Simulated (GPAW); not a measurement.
# HgTe (Fm-3m) in GPAW: notebook

One crystal, HgTe, is run at these levels: RPBE, PBE; tasks: single point.

Program: GPAW 26.7.0. These are calculated values, not measurements. Logs are shortened: lines on timing, memory, paths and dates and some standing lists are left out, and cuts for length are marked. The log counts tension as positive stress, the text compression.

### 1 Starting point

It takes space group Fm-3m (No. 225, cubic). The conventional cell has a = 6.360 Å, b = 6.360 Å, c = 6.360 Å, α = 90.00°, β = 90.00°, γ = 90.00°. Around Hg (site symmetry m-3m) lie 6 Te at 3.18 Å. Around Te (site symmetry m-3m) lie 6 Hg at 3.18 Å.

Measurements of this composition are mostly on another form, of space group No. 216.

### 2 Single point, RPBE

Contents of run.py:

```python
from ase import Atoms
from ase.dft.bandgap import bandgap
from ase.io import write
from ase.units import GPa
from gpaw import GPAW, PW, setup_paths

setup_paths.insert(0, '.')

atoms = Atoms(['Hg', 'Te'],
              cell=[[0.0, 3.18, 3.18],
                    [3.18, 0.0, 3.18],
                    [3.18, 3.18, 0.0]],
              scaled_positions=[[0.0, 0.0, 0.0],
                                [0.5, 0.5, 0.5]],
              pbc=True)

calc = GPAW(mode=PW(450),
            xc='RPBE',
            kpts={'size': (6, 6, 6), 'gamma': True},
            occupations={'name': 'fermi-dirac', 'width': 0.05},
            nbands=18,
            maxiter=120,
            txt='gpaw.txt')
atoms.calc = calc
energy = atoms.get_potential_energy()
forces = atoms.get_forces()
stress = atoms.get_stress()
calc.write('gs.gpw')
write('result.traj', atoms)
print(f'Energy: {energy:.6f} eV')
print('Forces (eV/A):')
print(forces.round(4))
print('Stress (GPa):', (stress / GPa).round(3))
print('Fermi level:', round(calc.get_fermi_level(), 4), 'eV')
print(f'Gap: {bandgap(calc)[0]:.4f} eV, direct: {bandgap(calc, direct=True)[0]:.4f} eV')
```

Potentials or basis: PAW data sets generated in the run's folder for this functional, pw.

Command:

```sh
> gpaw-setup -f RPBE Hg Te
> OMP_NUM_THREADS=1 python run.py
```

gpaw.txt:

```text
__  _  _
 | _ |_)|_||  |
 |__||  | ||/\| - 26.7.0

Input parameters:
  mode=PW(ecut=450.00000000000006),
  kpts=MonkhorstPack(size=(6, 6, 6), gamma=True),
  maxiter=120,
  nbands=18,
  occupations=Occupations(name='fermi-dirac', width=0.05),
  xc=XC(name='RPBE')

Diagonalizing LCAO Hamiltonian
Converting LCAO to pw mode

                 Te

       Hg

Atoms  # Å, Bohr magnetons
|   | symbol |        x |        y |        z |    initial magnetic moments |
|---|--------|----------|----------|----------|-----------------------------|
| 0 |     Hg | 0.000000 | 0.000000 | 0.000000 | ( 0.0000,  0.0000,  0.0000) |
| 1 |     Te | 3.180000 | 3.180000 | 3.180000 | ( 0.0000,  0.0000,  0.0000) |

Unit cell  # Å
| periodic |        x |        y |        z |  lengths |    angles |
|----------|----------|----------|----------|----------|-----------|
|      yes | 0.000000 | 3.180000 | 3.180000 | 4.497199 | 60.000000 |
|      yes | 3.180000 | 0.000000 | 3.180000 | 4.497199 | 60.000000 |
|      yes | 3.180000 | 3.180000 | 0.000000 | 4.497199 | 60.000000 |

Number of symmetries: 48
Symmetry operations  # r_c * U_cc + t_c -> r_c
|    | kind |            matrix            |
|----|------|------------------------------|
|  0 |  σ   |  1, 0, 0,  1, 0,-1,  1,-1, 0 |
|  1 |  C2  |  1, 0, 0,  1,-1, 0,  1, 0,-1 |
|  2 |  E   |  1, 0, 0,  0, 1, 0,  0, 0, 1 |
|  3 |  σ   |  1, 0, 0,  0, 0, 1,  0, 1, 0 |
|  4 |  C4  |  1, 0,-1,  1, 0, 0,  1,-1, 0 |
|  5 |  S6  |  1, 0,-1,  1,-1, 0,  1, 0, 0 |
|  6 |  σ   |  1, 0,-1,  0, 1,-1,  0, 0,-1 |
|  7 |  C3  |  1, 0,-1,  0, 0,-1,  0, 1,-1 |
|  8 |  S6  |  1,-1, 0,  1, 0, 0,  1, 0,-1 |
|  9 |  C4  |  1,-1, 0,  1, 0,-1,  1, 0, 0 |
| 10 |  C3  |  1,-1, 0,  0,-1, 1,  0,-1, 0 |
| 11 |  σ   |  1,-1, 0,  0,-1, 0,  0,-1, 1 |
| 12 |  σ   |  0, 1, 0,  1, 0, 0,  0, 0, 1 |
| 13 |  C4  |  0, 1, 0,  0, 1,-1, -1, 1, 0 |
| 14 |  C3  |  0, 1, 0,  0, 0, 1,  1, 0, 0 |
| 15 |  S6  |  0, 1, 0, -1, 1, 0,  0, 1,-1 |
| 16 |  C2  |  0, 1,-1,  1, 0,-1,  0, 0,-1 |
| 17 |  σ   |  0, 1,-1,  0, 1, 0, -1, 1, 0 |
| 18 |  S4  |  0, 1,-1,  0, 0,-1,  1, 0,-1 |
| 19 |  C4  |  0, 1,-1, -1, 1, 0,  0, 1, 0 |
| 20 |  C3  |  0, 0, 1,  1, 0, 0,  0, 1, 0 |
| 21 |  σ   |  0, 0, 1,  0, 1, 0,  1, 0, 0 |
| 22 |  S6  |  0, 0, 1,  0,-1, 1, -1, 0, 1 |
| 23 |  C4  |  0, 0, 1, -1, 0, 1,  0,-1, 1 |
| 24 |  S4  |  0, 0,-1,  1, 0,-1,  0, 1,-1 |
| 25 |  C3  |  0, 0,-1,  0, 1,-1,  1, 0,-1 |
| 26 |  C2  |  0, 0,-1,  0,-1, 0, -1, 0, 0 |
| 27 |  S6  |  0, 0,-1, -1, 0, 0,  0,-1, 0 |
| 28 |  S4  |  0,-1, 1,  1,-1, 0,  0,-1, 0 |
| 29 |  C4  |  0,-1, 1,  0, 0, 1, -1, 0, 1 |
| 30 |  C2  |  0,-1, 1,  0,-1, 0,  1,-1, 0 |
| 31 |  σ   |  0,-1, 1, -1, 0, 1,  0, 0, 1 |
| 32 |  C3  |  0,-1, 0,  1,-1, 0,  0,-1, 1 |
| 33 |  S6  |  0,-1, 0,  0, 0,-1, -1, 0, 0 |
| 34 |  S4  |  0,-1, 0,  0,-1, 1,  1,-1, 0 |
| 35 |  C2  |  0,-1, 0, -1, 0, 0,  0, 0,-1 |
| 36 |  C2  | -1, 1, 0,  0, 1, 0,  0, 1,-1 |
| 37 |  S6  | -1, 1, 0,  0, 1,-1,  0, 1, 0 |
| 38 |  S4  | -1, 1, 0, -1, 0, 1, -1, 0, 0 |
| 39 |  C3  | -1, 1, 0, -1, 0, 0, -1, 0, 1 |
| 40 |  S6  | -1, 0, 1,  0, 0, 1,  0,-1, 1 |
| 41 |  C2  | -1, 0, 1,  0,-1, 1,  0, 0, 1 |
| 42 |  C3  | -1, 0, 1, -1, 1, 0, -1, 0, 0 |
| 43 |  S4  | -1, 0, 1, -1, 0, 0, -1, 1, 0 |
| 44 |  C2  | -1, 0, 0,  0, 0,-1,  0,-1, 0 |
| 45 |  i   | -1, 0, 0,  0,-1, 0,  0, 0,-1 |
| 46 |  σ   | -1, 0, 0, -1, 1, 0, -1, 0, 1 |
| 47 |  C2  | -1, 0, 0, -1, 0, 1, -1, 1, 0 |

BZ-sampling:
  Number of BZ points: 216
  Number of IBZ points: 16

  Monkhorst-Pack size: [6, 6, 6]
  Monkhorst-Pack shift: [0.08333333333333333, 0.08333333333333333, 0.08333333333333333]

K-points  # in reciprocal-cell coordinates
|     |                                coordinates |     weight |
|-----|--------------------------------------------|------------|
|   0 | (  0.00000000,   0.00000000,   0.00000000) | 0.00462963 |
|   1 | (  0.16666667,   0.16666667,   0.00000000) | 0.02777778 |
|   2 | (  0.16666667,   0.16666667,   0.16666667) | 0.03703704 |
|   3 | (  0.33333333,   0.16666667,   0.16666667) | 0.05555556 |
|   4 | (  0.33333333,   0.33333333,  -0.33333333) | 0.05555556 |
|   5 | (  0.33333333,   0.33333333,   0.00000000) | 0.02777778 |
|   6 | (  0.33333333,   0.33333333,   0.16666667) | 0.11111111 |
|   7 | (  0.33333333,   0.33333333,   0.33333333) | 0.03703704 |
|   8 | (  0.50000000,   0.33333333,  -0.33333333) | 0.11111111 |
|   9 | (  0.50000000,   0.33333333,  -0.16666667) | 0.05555556 |
| ... |                                            |            |
|  15 | (  0.50000000,   0.50000000,   0.50000000) | 0.01851852 |

Plane wave coefficients: 1411
Cutoff: 450.00000000000006 eV

Spin-components: 1 (collinear spins)
Bands:           18
Projectors:      11
Spin-degeneracy: 2
Datatype:        complex128

Parallelization:
  kpt:    1
  domain: 1
  band:   1

Density:
  Valence electrons: 24.0
  Components: 1
  Grid points: [24 24 24]
  Charge: 0.0  # |e|

Potential:
  Grid points: [24 24 24]

species:
  Hg:
    name:    Mercury
    Z:       80.0
    valence: 18
    core:    62
    charge:  0.0  # [|e|]
    compensation charges:
      type: gauss
      rc: 0.41  # [Å]
      lmax: 2
    cutoffs:
      filter: 2.17  # [Å]
      core: 2.06  # [Å]
    projectors
    | kind |    occ | energy [eV] | rcut [Å] |
    |------|--------|-------------|----------|
    |   6s |  2.000 |      -6.675 |    1.307 |
    |   5p |  6.000 |     -66.504 |    1.291 |
    |   6p |  0.000 |      -1.053 |    1.291 |
    |   5d | 10.000 |      -9.841 |    1.302 |
    |    s |        |      20.536 |    1.307 |
    |    d |        |      17.370 |    1.302 |

    Using partial waves for Hg as LCAO basis

  Te:
    name:    Tellurium
    Z:       52.0
    valence: 6
    core:    46
    charge:  0.0  # [|e|]
    compensation charges:
      type: gauss
      rc: 0.36  # [Å]
      lmax: 2
    cutoffs:
      filter: 2.09  # [Å]
      core: 3.17  # [Å]
    projectors
    | kind |    occ | energy [eV] | rcut [Å] |
    |------|--------|-------------|----------|
    |   5s |  2.000 |     -15.026 |    1.180 |
    |   5p |  4.000 |      -5.917 |    1.196 |
    |    s |        |      12.185 |    1.180 |
    |    p |        |      21.294 |    1.196 |
    |    d |        |       0.000 |    1.238 |

    Using partial waves for Te as LCAO basis

Reference energy: -717970.642313  # eV

eigensolver:
  PPCG
  Converge bands: occupied
  niter=2

density mixing:
  MSR1-Mixer
  Pratt-step length: 0.05
  Maximum mixing coefficient: 0.75
  Old densities: 10
  SVD Regularization: 0.005
  Good broyden scale: 1.0
  Trust region scale: 1.0
  Backstep threshold: 4.0
  History deletion threshold: 6.0
  Fourier metric: weight=20.0, sigma=0.015

occupation numbers:
  Fermi-Dirac:
    width: 0.0500  # eV

poisson solver:
  ecut: 3600.0000000000005  # eV

xc functional:
  name: RPBE with 2 nearest neighbor stencil

convergence criteria:
- Maximum [total energy] change in last 3 cyles: 0.0005 eV / valence electron
- Maximum integral of absolute [dens]ity change: 0.0001 electrons / valence electron
- Maximum integral of absolute [eigenst]ate change: 4e-08 eV^2 / valence electron
maximum number of iterations: 120

SCF iterations
|iter     | |      energy | eigst |  dens |
|---------|-|-------------|-------|-------|
|iter:   1| |   -3.456976 | -0.26 |       |
|iter:   2| |   -3.423309 | -2.23 | -1.47 |
|iter:   3| |   -3.357432 | -2.17 | -1.51 |
|iter:   4| |   -3.375078 | -2.87 | -1.94 |
|iter:   5| |   -3.381545 | -2.99 | -2.32 |
|iter:   6| |   -3.381849c| -4.38 | -3.36 |
|iter:   7| |   -3.381917c| -4.77 | -3.78 |
|iter:   8| |   -3.381918c| -6.57 | -4.33c|
|iter:   9| |   -3.381918c| -6.83 | -4.88c|
|iter:  10| |   -3.381918c| -7.72c| -5.82c|

Converged in 10 steps
Energy contributions relative to reference atoms: (reference = -717970.642313)

Energy contributions:
  Kinetic:          18.074007
  Coulomb:         -14.925422
  Zero:             -1.971472
  External:          0.000000
  Xc:               -4.551714
  Entropy:          -0.014635
  Spinorbit:         0.000000
  ----------------------------
  Free energy:      -3.389236
  Extrapolated:     -3.381918

dipole moment: (-21.906828, -21.906828, -21.906828)  # |e|*Ang

Fermi level: 4.692
Eigenvalues  # (at kpt = [0.000, 0.000, 0.000])
| band index |      eig [eV] | occ [0-2] |
|------------|---------------|-----------|
|          0 |       -58.232 |     2.000 |
|        ... |               |           |
|          5 |        -1.747 |     2.000 |
|          6 |        -1.699 |     2.000 |
|          7 |        -1.699 |     2.000 |
|          8 |        -1.699 |     2.000 |
|          9 |         3.507 |     2.000 |
|         10 |         4.118 |     2.000 |
|         11 |         4.118 |     2.000 |
|         12 |         4.118 |     2.000 |
|         13 |        12.227 |     0.000 |
|         14 |        12.227 |     0.000 |
|         15 |        12.227 |     0.000 |
|         16 |        12.324 |     0.000 |
|         17 |        12.324 |     0.000 |

No gap
No difference between direct/indirect transitions

Forces  # eV/Ang
|        x |        y |        z |
|----------|----------|----------|
| -0.00000 | -0.00000 | -0.00000 |  # Hg   0
| -0.00000 |  0.00000 |  0.00000 |  # Te   1

Stress tensor  # eV/Ang^3
|         x |         y |         z |
|-----------|-----------|-----------|
|  0.015189 | -0.000000 | -0.000000 |
| -0.000000 |  0.015189 |  0.000000 |
| -0.000000 |  0.000000 |  0.015189 |

# Writing to gs.gpw (mode='')
```

It took 18 s on 1 thread of Arm Neoverse V1, shared host; peak memory 0.15 GiB.

What came out:

| Property | Result |
| --- | --- |
| Free energy | -3.3892 eV |
| Pressure | -2.4 GPa |
| Band gap on the k mesh | none (metal or under the smearing width) |

Levels at points of the mesh, in eV from the Fermi level:
```
           k point  band 10  band 11  band 12  band 13  band 14
(0.00, 0.00, 0.00)    -1.18    -0.57    -0.57    -0.57     7.54
(0.50, 0.50, 0.00)    -3.47    -2.37    -1.83    -1.83     5.12
(0.50, 0.50, 0.50)    -4.92     0.12     0.12     2.86     3.21
```

Caveat: the cutoff is short for stress and forces, so pressures can be off by a GPa or more.

### 3 Single point, PBE

Contents of run.py:

```python
from ase.dft.bandgap import bandgap
from ase.io import read, write
from ase.units import GPa
from gpaw import GPAW, PW

atoms = read('HgTe.xyz')

calc = GPAW(mode=PW(500),
            xc='PBE',
            kpts={'size': (6, 6, 6), 'gamma': True},
            occupations={'name': 'fermi-dirac', 'width': 0.05},
            nbands=18,
            maxiter=120,
            txt='gpaw.txt')
atoms.calc = calc
energy = atoms.get_potential_energy()
forces = atoms.get_forces()
stress = atoms.get_stress()
calc.write('gs.gpw')
write('result.traj', atoms)
print(f'Energy: {energy:.6f} eV')
print('Forces (eV/A):')
print(forces.round(4))
print('Stress (GPa):', (stress / GPa).round(3))
print('Fermi level:', round(calc.get_fermi_level(), 4), 'eV')
print(f'Gap: {bandgap(calc)[0]:.4f} eV, direct: {bandgap(calc, direct=True)[0]:.4f} eV')
```

Contents of HgTe.xyz:

```xyz
2
Lattice="0.0000000000 3.1800000000 3.1800000000 3.1800000000 0.0000000000 3.1800000000 3.1800000000 3.1800000000 0.0000000000" Properties=species:S:1:pos:R:3 pbc="T T T"
Hg     0.0000000000      0.0000000000      0.0000000000
Te     3.1800000000      3.1800000000      3.1800000000
```

Potentials or basis: GPAW PAW data sets (gpaw-data 1.2.1), pw.

Command:

```sh
> OMP_NUM_THREADS=1 python run.py
```

gpaw.txt:

```text
__  _  _
 | _ |_)|_||  |
 |__||  | ||/\| - 26.7.0

Input parameters:
  mode=PW(ecut=500.0),
  kpts=MonkhorstPack(size=(6, 6, 6), gamma=True),
  maxiter=120,
  nbands=18,
  occupations=Occupations(name='fermi-dirac', width=0.05),
  xc=XC(name='PBE')

Diagonalizing LCAO Hamiltonian
Converting LCAO to pw mode

                 Te

       Hg

Atoms  # Å, Bohr magnetons
|   | symbol |        x |        y |        z |    initial magnetic moments |
|---|--------|----------|----------|----------|-----------------------------|
| 0 |     Hg | 0.000000 | 0.000000 | 0.000000 | ( 0.0000,  0.0000,  0.0000) |
| 1 |     Te | 3.180000 | 3.180000 | 3.180000 | ( 0.0000,  0.0000,  0.0000) |

Unit cell  # Å
| periodic |        x |        y |        z |  lengths |    angles |
|----------|----------|----------|----------|----------|-----------|
|      yes | 0.000000 | 3.180000 | 3.180000 | 4.497199 | 60.000000 |
|      yes | 3.180000 | 0.000000 | 3.180000 | 4.497199 | 60.000000 |
|      yes | 3.180000 | 3.180000 | 0.000000 | 4.497199 | 60.000000 |

Number of symmetries: 48
Symmetry operations  # r_c * U_cc + t_c -> r_c
|    | kind |            matrix            |
|----|------|------------------------------|
|  0 |  σ   |  1, 0, 0,  1, 0,-1,  1,-1, 0 |
|  1 |  C2  |  1, 0, 0,  1,-1, 0,  1, 0,-1 |
|  2 |  E   |  1, 0, 0,  0, 1, 0,  0, 0, 1 |
|  3 |  σ   |  1, 0, 0,  0, 0, 1,  0, 1, 0 |
|  4 |  C4  |  1, 0,-1,  1, 0, 0,  1,-1, 0 |
|  5 |  S6  |  1, 0,-1,  1,-1, 0,  1, 0, 0 |
[... 170 lines left out ...]
- Maximum integral of absolute [dens]ity change: 0.0001 electrons / valence electron
- Maximum integral of absolute [eigenst]ate change: 4e-08 eV^2 / valence electron
maximum number of iterations: 120

SCF iterations
|iter     | |      energy | eigst |  dens |
|---------|-|-------------|-------|-------|
|iter:   1| |   -4.229150 | -0.26 |       |
|iter:   2| |   -4.195385 | -2.22 | -1.48 |
|iter:   3| |   -4.124686 | -2.20 | -1.52 |
|iter:   4| |   -4.140140 | -2.91 | -1.94 |
|iter:   5| |   -4.145632 | -3.12 | -2.34 |
|iter:   6| |   -4.145787c| -4.74 | -3.39 |
|iter:   7| |   -4.145816c| -5.34 | -3.85 |
|iter:   8| |   -4.145817c| -6.60 | -4.41c|
|iter:   9| |   -4.145817c| -7.90c| -4.83c|

Converged in 9 steps
Energy contributions relative to reference atoms: (reference = -717946.462161)

Energy contributions:
  Kinetic:          16.455590
  Coulomb:         -13.493633
  Zero:             -2.008184
  External:          0.000000
  Xc:               -5.092306
  Entropy:          -0.014567
  Spinorbit:         0.000000
  ----------------------------
  Free energy:      -4.153100
  Extrapolated:     -4.145817

dipole moment: (-21.950588, -21.950588, -21.950588)  # |e|*Ang

Fermi level: 4.584
Eigenvalues  # (at kpt = [0.000, 0.000, 0.000])
| band index |      eig [eV] | occ [0-2] |
|------------|---------------|-----------|
|          0 |       -58.325 |     2.000 |
|        ... |               |           |
|          5 |        -1.834 |     2.000 |
|          6 |        -1.784 |     2.000 |
|          7 |        -1.784 |     2.000 |
|          8 |        -1.784 |     2.000 |
|          9 |         3.317 |     2.000 |
|         10 |         4.007 |     2.000 |
|         11 |         4.007 |     2.000 |
|         12 |         4.007 |     2.000 |
|         13 |        12.054 |     0.000 |
|         14 |        12.054 |     0.000 |
|         15 |        12.054 |     0.000 |
|         16 |        12.185 |     0.000 |
|         17 |        12.185 |     0.000 |

No gap
No difference between direct/indirect transitions

Forces  # eV/Ang
|        x |       y |       z |
|----------|---------|---------|
| -0.00000 | 0.00000 | 0.00000 |  # Hg   0
|  0.00000 | 0.00000 | 0.00000 |  # Te   1

Stress tensor  # eV/Ang^3
|        x |        y |        z |
|----------|----------|----------|
| 0.024175 | 0.000000 | 0.000000 |
| 0.000000 | 0.024175 | 0.000000 |
| 0.000000 | 0.000000 | 0.024175 |

# Writing to gs.gpw (mode='')
```

Run time: 11 s. Hardware: 1 thread of Arm Neoverse V1, shared host; peak memory 0.15 GiB.

What came out:

- Free energy: -4.1531 eV
- Pressure: -3.9 GPa
- Band gap on the k mesh: none (metal or under the smearing width)

Caveat: the cutoff is short for stress and forces, so pressures can be off by a GPa or more.
